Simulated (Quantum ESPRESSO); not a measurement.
Runs of Quantum ESPRESSO 7.5 on Pb. It takes space group Im-3m (No. 229, cubic). The conventional cell has a = 3.959 Å, b = 3.959 Å, c = 3.959 Å, α = 90.00°, β = 90.00°, γ = 90.00°. Pb (site symmetry m-3m) is surrounded by 8 Pb at 3.43 Å. This isn't the form of Pb at room conditions, which is fcc.

```csv
task,level,potentials or basis,cell,k mesh,cutoff (eV),smearing,q mesh,form of the LDA correlation,gap on the mesh (eV),pressure (GPa)
phonon dispersion,PBEsol,GBRV 1.5 PBEsol,relaxed,8 × 8 × 8,612,cold 0.2 eV,2 × 2 × 2,-,none,0.0
phonon dispersion,PBEsol,PseudoDojo 0.4.1 SR PBEsol standard,relaxed,8 × 8 × 8,762,cold 0.2 eV,2 × 2 × 2,-,none,0.0
phonons and electron-phonon coupling,LDA,GBRV 1.5 LDA,relaxed,8 × 8 × 8,612,methfessel-paxton 0.272 eV,4 × 4 × 4,PZ81,none,0.0
band structure,PBEsol,GBRV 1.5 PBEsol,as given,9 × 9 × 9,612,fermi-dirac 0.05 eV,-,-,none,(a)
phonon dispersion,LDA,PseudoDojo 0.4.1 SR LDA standard,relaxed,8 × 8 × 8,762,cold 0.2 eV,2 × 2 × 2,PW92,none,0.0
band structure,PBEsol,PseudoDojo 0.4.1 SR PBEsol standard,as given,9 × 9 × 9,762,fermi-dirac 0.05 eV,-,-,none,-1.9
phonon dispersion,LDA,GBRV 1.5 LDA,relaxed,8 × 8 × 8,612,cold 0.2 eV,2 × 2 × 2,PZ81,none,0.0
```

Alike in all rows: no spin polarisation.

Problem. Fill in the values left out.

Solution. (a) -2.1.

Caveats: the mesh is thin for the phonons of a metal (some runs); some modes are imaginary (some runs); λ from interpolated matrix elements is rough: modes that symmetry makes equal can differ by tens of percent (some runs).

A k mesh can miss the band edges, and the runs leave out spin-orbit coupling on Pb.

A gap of «none» marks a metal or a gap under the smearing width.

Not every run made on this cell is shown here.
